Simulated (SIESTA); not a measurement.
CdSe:

```
Cd Se
1.0
     0.00000    3.07027    3.07027
     3.07027    0.00000    3.07027
     3.07027    3.07027    0.00000
Cd Se
1 1
Direct
  0.00000 0.00000 0.00000
  0.25000 0.25000 0.25000
```

Measurements of this composition are mostly on another form, of space group No. 186.

| Quantity | Value |
| --- | --- |
| Program | SIESTA 5.4.2 |
| Task | single point |
| Functional | PBE |
| Potentials or basis | PseudoDojo 0.4 standard (PBE files) |
| Basis | DZP (energy shift 0.002 Ry) |
| Grid cutoff | 800 Ry |
| Energy shift | 0.002 Ry |
| k mesh | 8 × 8 × 8 |
| Occupations | fermi-dirac, width 0.05 eV |
| Spin | no spin polarisation |

On this cell: pressure 2.0 GPa; largest force zero by symmetry; band gap on the k mesh 0.81 eV, direct.

The same run follows on a disturbed copy (atoms moved at random, drawn with an rms of 0.05 Å):

```
Cd Se
1.0
     0.00000    3.07027    3.07027
     3.07027    0.00000    3.07027
     3.07027    3.07027    0.00000
Cd Se
1 1
Direct
  0.99226 0.01044 0.00353
  0.26661 0.25053 0.23622
```

**Question.** What changes?

**Answer.** The energy moves by +13.6 meV/atom; pressure 2.3 GPa; largest force 0.583 eV/Å; band gap on the k mesh 0.76 eV, direct.

Forces in eV/Å, atoms in the order of the input:
```
Cd  -0.472  0.193  0.282
Se   0.473 -0.193 -0.281
```

Stress tensor (GPa, compression positive):
```
 2.15 -1.05 -0.66
-1.05  2.33  1.84
-0.66  1.84  2.29
```

Caveats: semicore shells carry a single zeta, which can move pressures by several GPa and volumes by a few percent; the basis of atomic orbitals isn't converged, which shifts pressures, moduli and gaps.

